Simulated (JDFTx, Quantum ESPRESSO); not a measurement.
# Fitting the LDA energy curve of Bi

The structure is cubic, space group Im-3m (No. 229). The conventional cell has a = 3.963 Å, b = 3.963 Å, c = 3.963 Å, α = 90.00°, β = 90.00°, γ = 90.00°. Bi (site symmetry m-3m) is surrounded by 8 Bi at 3.43 Å.

This isn't the form of Bi at room conditions, which is rhombohedral.

The cell was scaled at fixed shape and fractions and run with Quantum ESPRESSO, PseudoDojo 0.4.1 SR LDA standard, cutoff 952 eV; LDA, k mesh 9 × 9 × 9 on the cell of 1 atom, fermi-dirac occupations of 0.05 eV, no spin polarisation, no spin-orbit coupling. Energies are those that the program minimises, any entropy of the smearing included. For a metal such a mesh isn't converged to the digits shown.

| V (Å³/atom) | energy over the lowest row (meV/atom) |
| --- | --- |
| 29.2499 | 0.00 |
| 29.8722 | 1.49 |
| 30.4946 | 7.83 |
| 31.1169 | 18.51 |
| 31.7393 | 33.01 |
| 32.3616 | ? |
| 32.9839 | 71.63 |

Problem. Fit the third-order Birch-Murnaghan form, give V0, B0 and B′, and predict the energy left open.

Solution. With y = (V0/V)^(2/3), E = E0 + (9 V0 B0/16) [(y - 1)³ B′ + (y - 1)² (6 - 4y)]. Least squares through the rows shown give V0 = 29.3847 Å³/atom, E0 = -0.12 meV, B0 = 65.48 GPa (1 eV/Å³ = 160.218 GPa) and B′ = 4.91, with a largest miss of 0.01 meV. At V = 32.3616 the form with these constants gives 50.84 meV; the run gave 50.86 meV an atom. Other set-ups at this level, from all their volumes (Å³/atom, GPa): JDFTx, PseudoDojo-SR-LDA-0.4.1-standard: V0 29.385, B0 65.51.
